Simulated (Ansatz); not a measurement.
# One crystal, many levels of theory: Ta2O5 (Pmmm)

Wanted: a ladder of band gaps for Ta2O5 (Pmmm), from density functionals to G0W0.

Method: density functionals, hybrids and G0W0, plane waves, PAW, in Ansatz 0.2.0.

**1. Starting point**

Symmetry: Pmmm, No. 47, orthorhombic system. The conventional cell has a = 3.677 Å, b = 3.897 Å, c = 6.217 Å, α = 90.00°, β = 90.00°, γ = 90.00°. Ta has 6 O at 1.95 to 2.16 Å nearest. Nearest to Ta lie 6 O at 1.84 to 1.98 Å. O has 3 Ta at 1.98 to 2.16 Å nearest. Nearest to O lie 2 Ta at 1.95 Å. O has 2 Ta at 1.84 Å nearest. O has 2 Ta at 1.95 Å nearest. Farther neighbours and most contacts between anions are not listed.

Structure file:

```cif
data_structure
_symmetry_space_group_name_H-M 'P 1'
_symmetry_Int_Tables_number 1
_cell_length_a 3.6770
_cell_length_b 3.8970
_cell_length_c 6.2170
_cell_angle_alpha 90.000
_cell_angle_beta 90.000
_cell_angle_gamma 90.000
_cell_volume 89.09
loop_
_atom_site_label
_atom_site_type_symbol
_atom_site_fract_x
_atom_site_fract_y
_atom_site_fract_z
_atom_site_occupancy
Ta1 Ta 0.50000 0.00000 0.50000 1
Ta2 Ta 0.00000 0.00000 0.00000 1
O3 O 0.00000 0.00000 0.31900 1
O4 O 0.00000 0.00000 0.68100 1
O5 O 0.50000 0.50000 0.50000 1
O6 O 0.50000 0.00000 0.00000 1
O7 O 0.00000 0.50000 0.00000 1
```

The cell and positions come from the Crystallography Open Database and are kept as given unless a step says otherwise. Spin-orbit coupling is left out unless a step names it. The default PAW set here is soft_2. Its files were made with PBE.

**2. LDA on the 6×6×4 mesh**

This step: DFT, LDA, plane waves, PAW.

input.yaml

```yaml
crystal:
  lattice:
    - [3.677, 0.0, 0.0]
    - [0.0, 3.897, 0.0]
    - [0.0, 0.0, 6.217]
  atoms:
    - { symbol: Ta, position: [0.5, 0.0, 0.5] }
    - { symbol: Ta, position: [0.0, 0.0, 0.0] }
    - { symbol: O, position: [0.0, 0.0, 0.319] }
    - { symbol: O, position: [0.0, 0.0, 0.681] }
    - { symbol: O, position: [0.5, 0.5, 0.5] }
    - { symbol: O, position: [0.5, 0.0, 0.0] }
    - { symbol: O, position: [0.0, 0.5, 0.0] }
kpoints:
  mp_grid: { grid: [6, 6, 4] }
  band_path:
    path:
      - [0.0, 0.0, 0.0]
      - [0.5, 0.0, 0.0]
      - [0.5, 0.5, 0.0]
      - [0.0, 0.5, 0.0]
      - [0.0, 0.0, 0.5]
      - [0.5, 0.0, 0.5]
      - [0.5, 0.5, 0.5]
      - [0.0, 0.5, 0.5]
    npoints: 1
hamiltonian:
  xc: lda
scf:
  occupations: { method: fixed }
  n_extra_bands: 6
output:
  eigenvalues: true
  forces: true
  stress: true
  write_density: true
  write_potential: true
  elf: true
  volumetric_format: npy
```

Launch:

```
$ ansatz run input.yaml --threads 3 --pin off --max-ram 64512MiB --backend cuda --events-out ev --progress --plain --runs-dir out --devices 1 --max-vram 24GiB  # rebuilt from the run's record
```

Numbers of over 12 decimals in the logs are rounded to 6 here.

The log of the run:

```text
scf.n_extra_bands = 6 over 28 filled bands (N_el = 56.0): the run solves 34 bands
GPUs: using 1 of 1 available (devices: 1).
Engine: ansatz 0.2.0, x86_64-unknown-linux-gnu
Pseudopotentials: kind: paw
Pseudopotential: Ta, paw, valence charge 13, recommended cutoff 420 eV (normal), Ta.paw.azcp
Pseudopotential: O, paw, valence charge 6, recommended cutoff 420 eV (normal), O.paw.azcp
Functional definition: SPW92
  exchange = slater_x
  correlation = pw_c
device memory: the entry about to start is reckoned to put 2.5 GiB on a device that reports 48.0 GiB free (of which the cap on the GPU budget leaves the run 24.0 GiB)
GPU FFT provider: cuFFT
GPU libraries: cuBLAS 13.8.2, cuFFT 12.4.0, cuSOLVER 12.3.4
Crystal: 7 atoms, lattice volume = 89.085 Å³
Basis set: ecut = 420 eV, 1749 PW (Γ)
Bands: 34, of which v1, the nominal top of the filled ones, is band 28 counted from 1 (27 counted from 0)
Symmetry: 8 space group operations
Space group: Pmmm (ITA 47), of the structure as read, at distance tolerance 4.5e-5 Å
k-points: 48 of 144
Non-local potential: Ta, projectors of the file, l = 0: 3, l = 1: 2, l = 2: 2, l = 3: 1
Non-local potential: O, projectors of the file, l = 0: 2, l = 1: 2, l = 2: 1
PAW form: soft (Blöchl's): semilocal exchange-correlation on the pseudo side does not see the compensation charge
PAW frozen core: Ta, regenerated for the run's functional, and the local potential with it (the file was generated under x = pbe(κ = 0.804, μ = 0.219515), c = pbe(β = 0.066725))
PAW frozen core: O, regenerated for the run's functional, and the local potential with it (the file was generated under x = pbe(κ = 0.804, μ = 0.219515), c = pbe(β = 0.066725))
PAW one-centre angular grid: Ta, 590 points (default); XC on 64 Gauss nodes
PAW one-centre angular grid: O, 110 points (default); XC on 64 Gauss nodes
Initial density: superposition of atomic densities (neutral atoms: chi_scale 0, normalization atom), corrected by the library's trained network
Initial wavefunctions: pseudopotential atomic-orbital guess
GPU buffer pool allocated for 30375 grid points (all kernels)
GPU transforms: local potential and band sums: pruned to the plane-wave sphere, on 25×27×45
Functional: x = slater, c = lda
SCF iter   1: F=—  HF=-22146.633964 eV  |F-HF|=—  |Δ(HF+E_count)|=         —  Δρ=1.79e-2  dr2=2.47e-1  ethr=1.77e-3  ⟨swp⟩=4.8  Hψ=6245  notcnv=0  defer=170
preconditioner: auto → Resta (q_TF=auto, 2.525 Å⁻¹)  ε∞=7.0  [insulator: Δε(μ)=0.089 eV  Ē_g=10.166 eV  n_scr=20 (ndim 8)  ℏωp=24.9 eV  f_vac=0.093  ε∞_Penn≈7.0]
SCF iter   2: F=—  HF=-22146.581822 eV  |F-HF|=—  |Δ(HF+E_count)|=   5.21e-2  Δρ=6.27e-3  dr2=2.92e-2  ethr=4.40e-4  ⟨swp⟩=2.0  Hψ=2872  notcnv=0  defer=184
SCF iter   3: F=—  HF=-22146.576344 eV  |F-HF|=—  |Δ(HF+E_count)|=   5.48e-3  Δρ=2.98e-3  dr2=7.41e-3  ethr=5.21e-5  ⟨swp⟩=2.0  Hψ=2467  notcnv=0  defer=191
SCF iter   4: F=—  HF=-22146.574587 eV  |F-HF|=—  |Δ(HF+E_count)|=   1.76e-3  Δρ=1.39e-3  dr2=1.55e-3  ethr=1.32e-5  ⟨swp⟩=2.6  Hψ=2432  notcnv=0  defer=192
SCF iter   5: F=—  HF=-22146.574317 eV  |F-HF|=—  |Δ(HF+E_count)|=   2.70e-4  Δρ=3.18e-4  dr2=1.33e-4  ethr=2.77e-6  ⟨swp⟩=2.0  Hψ=2538  notcnv=0  defer=190
SCF iter   6: F=—  HF=-22146.574129 eV  |F-HF|=—  |Δ(HF+E_count)|=   1.88e-4  Δρ=1.44e-4  dr2=2.19e-5  ethr=2.37e-7  ⟨swp⟩=2.2  Hψ=2428  notcnv=0  defer=75
SCF iter   7: F=—  HF=-22146.574277 eV  |F-HF|=—  |Δ(HF+E_count)|=   1.48e-4  Δρ=9.39e-5  dr2=7.27e-6  ethr=3.92e-8  ⟨swp⟩=2.0  Hψ=2503  notcnv=0  defer=73
SCF iter   8: F=—  HF=-22146.574276 eV  |F-HF|=—  |Δ(HF+E_count)|=   9.78e-7  Δρ=1.55e-5  dr2=1.77e-7  ethr=1.30e-8  ⟨swp⟩=2.0  Hψ=2414  notcnv=0  defer=73
SCF iter   9: F=-22146.574276 eV  HF=-22146.574276 eV  |F-HF|=1.57e-8  |Δ(HF+E_count)|=   5.48e-8  Δρ=6.17e-6  dr2=3.15e-8  ethr=1.79e-10  ⟨swp⟩=14.8  Hψ=11626  notcnv=0
SCF 1 converged in 9 iterations: F = -22146.574276 eV  dr2 = 3.15e-8
[...]
device memory: the entry about to start is reckoned to put 1.2 GiB on a device that reports 47.0 GiB free (of which the cap on the GPU budget leaves the run 24.0 GiB)
NSCF: frozen V_eff on 8 k-points
SCF converged after 9 iterations
Free energy (F): -22146.574276 eV
Harris-Foulkes:  -22146.574276 eV  (|F-HF|=1.57e-8)
Internal energy: -22146.574276 eV  (E = F + TS)
E sigma→0 (E₀):  -22146.574276 eV
Fermi energy:    8.854485 eV
--- Per-component energies (eV) ---
  E_band       = -493.278398
  E_kinetic    = 1595.290393
  E_local      = -3747.421220  (includes V_loc(G=0)·N_el)
  E_nonlocal   = 289.434533
  E_hartree    = 1329.081244
  E_xc         = -791.380966
  E_vxc        = -868.025719  (∫ρ·V_xc dr)
  E_paw        = -17034.124121  (= ΣΔE_a)
  E_vpaw       = -420.735516  (= ΣTr[D̂ρ^β])
  E_aug_tail   = 0.012837  (compensation charges beyond the density's cutoff)
  E_ewald      = -3788.469389
  E_core_change = 1.002413  (= ΣΔE_core)
  E_smearing   = -0.000000  (= −TS)
  E_closure    = 0.000000  (closes the sum)
  Σ components = -22146.574276   (vs F -22146.574276, Δ=0.00e0)
--- Forces (eV/Å), atoms counted from 1 ---
  atom   1  Ta    -0.00000000     0.00000000    -0.00000000
  atom   2  Ta     0.00000000     0.00000000     0.00000000
  atom   3  O      0.00000000     0.00000000     0.79086316
  atom   4  O     -0.00000000     0.00000000    -0.79086316
  atom   5  O     -0.00000000     0.00000000     0.00000000
  atom   6  O      0.00000000     0.00000000    -0.00000000
  atom   7  O      0.00000000     0.00000000     0.00000000
  max |Σ_I F_I| component: 7.90e-27 eV/Å
--- Stress (GPa, compression-positive) ---
       -2.895390       0.000000       0.000000
        0.000000     -11.860109      -0.000000
        0.000000      -0.000000       7.241833
  P = ⅓ Tr σ = -2.5046 GPa (-25.046 kbar)
--- Band table (eV; the first three rows and the last of 48) ---
  k-point 0: bands = [... 24 lower, 7.2580, 7.9284, 8.0109, 8.1992, 9.0604, 9.5266, 9.9205, 10.9211, ... 2 higher]
  k-point 1: bands = [... 24 lower, 6.8499, 7.6494, 7.9963, 8.1972, 9.5268, 9.5353, 10.0678, 11.0975, ... 2 higher]
  k-point 2: bands = [... 24 lower, 6.8025, 7.5473, 7.9833, 8.1948, 9.5442, 9.9905, 10.2373, 11.0828, ... 2 higher]
  k-point 47: bands = [... 24 lower, 5.5834, 6.2758, 7.9399, 8.8545, 9.6541, 12.0348, 12.1499, 12.9434, ... 2 higher]
```

The job ended after 15 s (1 × NVIDIA H100 80GB HBM3 (shared by 3 runs) with 3 threads of AMD EPYC 7R13 (Zen 3), shared host; peak memory 0.96 GiB).

Numbers from this step:

```
pressure             : -2.505 GPa
gap                  : 0.1276 eV
valence top at       : R
conduction bottom at : X
least direct gap     : 0.2526 eV
```

Over mesh and listed points the gap is 0.128 eV, from k = (0.500, 0.500, 0.500) to k = (0.500, 0.000, 0.000). The least direct gap found is 0.253 eV, at k = (0.500, 0.500, 0.000).

**3. PBEsol on the 6×6×4 mesh**

This step: DFT, PBEsol, plane waves, PAW.

input.yaml, as its differences from that of step 2:

```diff
@@ -27,3 +27,3 @@
 hamiltonian:
-  xc: lda
+  xc: pbesol
 scf:
@@ -35,5 +35 @@
   stress: true
-  write_density: true
-  write_potential: true
-  elf: true
-  volumetric_format: npy
```

The log of the run:

```text
[...]
GPUs: using 1 of 1 available (devices: 1).
[...]
GPU FFT provider: cuFFT
GPU libraries: cuBLAS 13.8.2, cuFFT 12.4.0, cuSOLVER 12.3.4
Crystal: 7 atoms, lattice volume = 89.085 Å³
Basis set: ecut = 420 eV, 1749 PW (Γ), exchange–correlation on 50×54×90 points (8 copies of the dense FFT grid, shifted against one another)
Bands: 34, of which v1, the nominal top of the filled ones, is band 28 counted from 1 (27 counted from 0)
Symmetry: 8 space group operations
[...]
k-points: 48 of 144
[...]
GPU buffer pool allocated for 30375 grid points (all kernels)
[...]
SCF iter   1: F=—  HF=-22422.212240 eV  |F-HF|=—  |Δ(HF+E_count)|=         —  Δρ=1.53e-2  dr2=1.60e-1  ethr=1.77e-3  ⟨swp⟩=4.8  Hψ=6239  notcnv=0  defer=172
[...]
atom   2  Ta    -0.00000000     0.00000000    -0.00000000
  atom   3  O      0.00000000     0.00000000     0.83770331
  atom   4  O     -0.00000000     0.00000000    -0.83770331
  atom   5  O      0.00000000     0.00000000     0.00000000
  atom   6  O     -0.00000000     0.00000000     0.00000000
  atom   7  O      0.00000000     0.00000000     0.00000000
  max |Σ_I F_I| component: 1.11e-16 eV/Å
--- Stress (GPa, compression-positive) ---
        2.823091       0.000000       0.000000
        0.000000      -6.704075      -0.000000
        0.000000      -0.000000      11.735210
  P = ⅓ Tr σ = 2.6181 GPa (26.181 kbar)
--- Band table (eV; the first three rows and the last of 48) ---
  k-point 0: bands = [... 24 lower, 7.5220, 8.1971, 8.2809, 8.4659, 9.4103, 9.8271, 10.2193, 11.2399, ... 2 higher]
  k-point 1: bands = [... 24 lower, 7.1124, 7.9225, 8.2667, 8.4640, 9.8356, 9.8701, 10.3626, 11.4181, ... 2 higher]
  k-point 2: bands = [... 24 lower, 7.0653, 7.8232, 8.2541, 8.4617, 9.8443, 10.3298, 10.5270, 11.4037, ... 2 higher]
  k-point 47: bands = [... 24 lower, 5.8570, 6.5337, 8.1941, 9.1144, 9.9916, 12.2785, 12.4437, 13.2383, ... 2 higher]
[key lines of the parts left out:]
SCF converged after 9 iterations
Free energy (F): -22422.173680 eV
Fermi energy:    9.114421 eV
```

Run time: 5.3 s. Hardware: 1 × NVIDIA H100 80GB HBM3 (shared by 3 runs) with 3 threads; peak memory 0.96 GiB; 7.7 s of CPU time.

This step gave:

* pressure: 2.618 GPa
* gap: 0.1723 eV
* valence top at: R
* conduction bottom at: X
* least direct gap: 0.3286 eV

Over mesh and listed points the gap is 0.172 eV, from k = (0.500, 0.500, 0.500) to k = (0.500, 0.000, 0.000). The least direct gap found is 0.329 eV, at k = (0.500, 0.500, 0.000). PBEsol against LDA: 0.172 − 0.128 = +0.044 eV, with the same mesh, files and cutoff, and both edges at the same k points.

**4. PBE on the 6×6×4 mesh**

Levels along a band path and on the mesh show where this functional puts the band edges.

This step: DFT, PBE, plane waves, PAW.

input.yaml, as its differences from that of step 3:

```diff
@@ -17,15 +17,11 @@
     path:
-      - [0.0, 0.0, 0.0]
-      - [0.5, 0.0, 0.0]
-      - [0.5, 0.5, 0.0]
-      - [0.0, 0.5, 0.0]
-      - [0.0, 0.0, 0.5]
-      - [0.5, 0.0, 0.5]
-      - [0.5, 0.5, 0.5]
-      - [0.0, 0.5, 0.5]
-    npoints: 1
+      - [[0.0, 0.0, 0.0], [0.5, 0.0, 0.0], [0.5, 0.5, 0.0], [0.0, 0.5, 0.0], [0.0, 0.0, 0.0], [0.0, 0.0, 0.5], [0.5, 0.0, 0.5], [0.5, 0.5, 0.5], [0.0, 0.5, 0.5], [0.0, 0.0, 0.5]]
+      - [[0.5, 0.0, 0.0], [0.5, 0.0, 0.5]]
+      - [[0.0, 0.5, 0.0], [0.0, 0.5, 0.5]]
+      - [[0.5, 0.5, 0.0], [0.5, 0.5, 0.5]]
+    npoints: 10
 hamiltonian:
-  xc: pbesol
+  xc: pbe
 scf:
-  occupations: { method: fixed }
+  occupations: { method: fermi_dirac, width: 0.02 }
   n_extra_bands: 6
@@ -35 +31,5 @@
   stress: true
+  write_density: true
+  write_potential: true
+  elf: true
+  volumetric_format: npy
```

The log of the run:

```text
[...]
GPUs: using 1 of 1 available (devices: 1).
[...]
GPU FFT provider: cuFFT
GPU libraries: cuBLAS 13.8.2, cuFFT 12.4.0, cuSOLVER 12.3.4
Crystal: 7 atoms, lattice volume = 89.085 Å³
Basis set: ecut = 420 eV, 1749 PW (Γ), exchange–correlation on 50×54×90 points (8 copies of the dense FFT grid, shifted against one another)
[...]
k-point 0: bands = [... 24 lower, 7.6714, 8.3480, 8.4287, 8.6187, 9.6117, 10.0311, 10.3877, 11.4701, ... 2 higher]
  k-point 1: bands = [... 24 lower, 7.2578, 8.0909, 8.4152, 8.6168, 10.0390, 10.0569, 10.5246, 11.6619, ... 2 higher]
  k-point 2: bands = [... 24 lower, 7.2119, 7.9960, 8.4030, 8.6146, 10.0471, 10.5009, 10.6800, 11.6483, ... 2 higher]
  k-point 47: bands = [... 24 lower, 6.0371, 6.6884, 8.3336, 9.2576, 10.1698, 12.4116, 12.5833, 13.3957, ... 2 higher]
[key lines of the parts left out:]
SCF converged after 9 iterations
Free energy (F): -22706.733283 eV
Fermi energy:    9.373908 eV
P = ⅓ Tr σ = 8.5569 GPa (85.569 kbar)
```

It took 7.3 s on 1 × NVIDIA H100 80GB HBM3 (shared by 3 runs) with 3 threads; peak memory 1 GiB.

Numbers from this step:

```yaml
pressure: 8.557 GPa
gap: 0.2113 eV
valence_top_at: R
conduction_bottom_at: X
least_direct_gap: 0.3807 eV
```

Over mesh and path the gap is 0.211 eV, from k = (0.500, 0.500, 0.500) to k = (0.500, 0.000, 0.000). The least direct gap found is 0.381 eV, at k = (0.500, 0.500, 0.000). The pressure in this cell is 9 GPa; the cell is kept. PBE against PBEsol: 0.211 − 0.172 = +0.039 eV. The runs also differ in occupations, so how much of this comes from the functional alone is not known.

**5. PBE+SOC on the 6×6×4 mesh**

This run has two-component orbitals with spin-orbit coupling.

This step: DFT, PBE with spin-orbit coupling, plane waves, PAW.

input.yaml, the sections that differ from step 4:

```yaml
kpoints:
  mp_grid: { grid: [6, 6, 4] }
  band_path:
    path:
      - [0.0, 0.0, 0.0]
      - [0.5, 0.0, 0.0]
      - [0.5, 0.5, 0.0]
      - [0.0, 0.5, 0.0]
      - [0.0, 0.0, 0.5]
      - [0.5, 0.0, 0.5]
      - [0.5, 0.5, 0.5]
      - [0.0, 0.5, 0.5]
    npoints: 1
scf:
  occupations: { method: fermi_dirac, width: 0.02 }
  n_extra_bands: 12
magnetization:
  noncollinear: true
  spin_orbit: true
output:
  eigenvalues: true
  forces: true
  stress: true
# crystal, hamiltonian: as in step 4
```

The log of the run:

```text
[...]
GPUs: using 1 of 1 available (devices: 1).
[...]
non-collinear run that drives no moment, with spin-orbit: no starting moment large enough to seed its density (crystal.atoms[].spin), no starting occupations that ask for one, no magnetisation constraint and no magnetic field, so the semilocal B_xc is pinned to zero
[...]
k-point 0: bands = [... 52 lower, 8.4637, 8.4637, 8.6400, 8.6400, 9.5779, 9.5779, 9.9892, 9.9892, ... 8 higher]
  k-point 1: bands = [... 52 lower, 8.4281, 8.4281, 8.6371, 8.6371, 9.9636, 9.9636, 10.0481, 10.0481, ... 8 higher]
  k-point 2: bands = [... 52 lower, 8.4147, 8.4147, 8.6343, 8.6343, 10.0197, 10.0197, 10.3954, 10.3954, ... 8 higher]
  k-point 47: bands = [... 52 lower, 8.3291, 8.3291, 9.2470, 9.2470, 10.1460, 10.1460, 12.4116, 12.4116, ... 8 higher]
[key lines of the parts left out:]
SCF converged after 11 iterations
Magnetization: |M| = 0.0000 μB,  M = (+0.0000, +0.0000, +0.0000) μB
Free energy (F): -22751.836265 eV
Fermi energy:    9.318442 eV
P = ⅓ Tr σ = 8.2501 GPa (82.501 kbar)
```

Run time: 3.6 s. Hardware: 1 × NVIDIA H100 80GB HBM3 (shared by 3 runs) with 3 threads; peak memory 1 GiB.

Numbers from this step:

```yaml
pressure: 8.250 GPa
gap: 0.1149 eV
valence_top_at: R
conduction_bottom_at: X
least_direct_gap: 0.3881 eV
```

Over mesh and listed points the gap is 0.115 eV, from k = (0.500, 0.500, 0.500) to k = (0.500, 0.000, 0.000). The least direct gap found is 0.388 eV, at k = (0.500, 0.500, 0.000). The pressure in this cell is 8 GPa; the cell is kept. PBE+SOC against PBE: 0.115 − 0.211 = −0.096 eV, with the same mesh, set of files (read in its fully relativistic form for the spin-orbit run) and cutoff, and both edges at the same k points. The spin-orbit run sees mesh and listed points alone, so its gap is an upper bound: the coupling can move an edge off these points, and the change over the zone, its sign included where it is small, is not known.

**6. r2SCAN on the 6×6×4 mesh**

r2SCAN is a meta-GGA: it depends on the kinetic-energy density as well as on the density and its gradient.

This step: DFT, r2SCAN, plane waves, PAW.

input.yaml, as its differences from that of step 5:

```diff
@@ -27,9 +27,6 @@
 hamiltonian:
-  xc: pbe
+  xc: r2scan
 scf:
-  occupations: { method: fermi_dirac, width: 0.02 }
-  n_extra_bands: 12
-magnetization:
-  noncollinear: true
-  spin_orbit: true
+  occupations: { method: fixed }
+  n_extra_bands: 6
 output:
```

The log of the run:

```text
[...]
GPUs: using 1 of 1 available (devices: 1).
[...]
GPU FFT provider: cuFFT
GPU libraries: cuBLAS 13.8.2, cuFFT 12.4.0, cuSOLVER 12.3.4
Crystal: 7 atoms, lattice volume = 89.085 Å³
Basis set: ecut = 500 eV, 2257 PW (Γ), exchange–correlation on 108×120×192 points (64 copies of the dense FFT grid, shifted against one another)
[...]
k-point 0: bands = [... 24 lower, 7.2694, 7.9734, 8.0283, 8.2363, 9.5833, 9.9880, 10.2876, 11.5108, ... 2 higher]
  k-point 1: bands = [... 24 lower, 6.7963, 7.7260, 8.0163, 8.2343, 9.9953, 10.0136, 10.4120, 11.7360, ... 2 higher]
  k-point 2: bands = [... 24 lower, 6.7463, 7.6312, 8.0052, 8.2323, 10.0027, 10.4463, 10.5517, 11.7232, ... 2 higher]
  k-point 47: bands = [... 24 lower, 5.6509, 6.2385, 7.9543, 8.9028, 10.1139, 12.2889, 12.5238, 13.3723, ... 2 higher]
[key lines of the parts left out:]
SCF converged after 9 iterations
Free energy (F): -22737.644275 eV
Fermi energy:    8.902791 eV
P = ⅓ Tr σ = 2.8560 GPa (28.560 kbar)
```

Elapsed: 2.9 s, on 1 × NVIDIA H100 80GB HBM3 (shared by 3 runs) with 3 threads; peak memory 1 GiB; 4.3 s of CPU time.

This step gave:

* pressure: 2.856 GPa
* gap: 0.4653 eV
* valence top at: R
* conduction bottom at: X
* least direct gap: 0.6897 eV

Over mesh and listed points the gap is 0.465 eV, from k = (0.500, 0.500, 0.500) to k = (0.500, 0.000, 0.000). The least direct gap found is 0.690 eV, at k = (0.500, 0.500, 0.000). r2SCAN against PBEsol: 0.465 − 0.172 = +0.293 eV. The runs also differ in plane-wave cutoff (420 eV and 500 eV), so how much of this comes from the functional alone is not known.

(Part 1 of 3 ends here.)

[Paths, hosts, dates, memory and timing lines, banners, echoed tables and standing remarks are left out of the program output.]

[Logs are printed without paths, hosts, clocks, repeated set-up lines and the standing remarks that a program may print on its own settings, such as how far it seeks lower states.]

[Runs of the session that timed out or met a known fault of the program may be left out.]

[Cells called generated may have been cut or substituted from an entry of the Crystallography Open Database or the Materials Project.]

[Hosts, paths, dates, database ids (printed as entryN), source tags and the programs' standing remarks are cut or masked in the printed files.]

[Where an RPA ε∞ is given, it is that of the G0W0 mesh and is not shown converged in it. Names of k-points follow the symmetry that the program found, which can be lower than the space group named. Band edges on a path are those of the sampled points; other points can move an edge, and change direct to indirect where valleys lie close.]

[Hybrid gaps are those of their k-mesh and are not shown converged in it.]
